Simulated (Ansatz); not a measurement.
## ZnCu (Pm-3m)

Level of theory: Ansatz 0.2.0, DFT PBE, scalar-relativistic, plane waves, PAW.

Settings: cutoff 420 eV, Γ-centred mesh 14×14×14 on the computed 2-atom cell, Gaussian smearing of 0.10 eV; no spin polarisation.

The structure is relaxed at this level of theory with its symmetry kept. Whether it is the stable form of this composition wasn't checked.

```cif
data_structure
_symmetry_space_group_name_H-M 'P 1'
_symmetry_Int_Tables_number 1
_cell_length_a 2.9632
_cell_length_b 2.9632
_cell_length_c 2.9632
_cell_angle_alpha 90.000
_cell_angle_beta 90.000
_cell_angle_gamma 90.000
_cell_volume 26.02
loop_
_atom_site_label
_atom_site_type_symbol
_atom_site_fract_x
_atom_site_fract_y
_atom_site_fract_z
_atom_site_occupancy
Zn1 Zn 0.50000 0.50000 0.50000 1
Cu1 Cu 0.00000 0.00000 0.00000 1
```

Problem. Formation energy from the elements' standard states (uncorrected)?

Solution. -0.092 eV/atom.

Problem. Density of states at the Fermi level?

Solution. 0.51 states/eV per cell.

Problem. Bulk modulus?

Solution. 115 GPa.

Problem. Its pressure derivative?

Solution. 5.0.

Problem. Bader charges (e)?

Solution. Zn (1 in the cell) 0.16, Cu (1 in the cell) -0.16.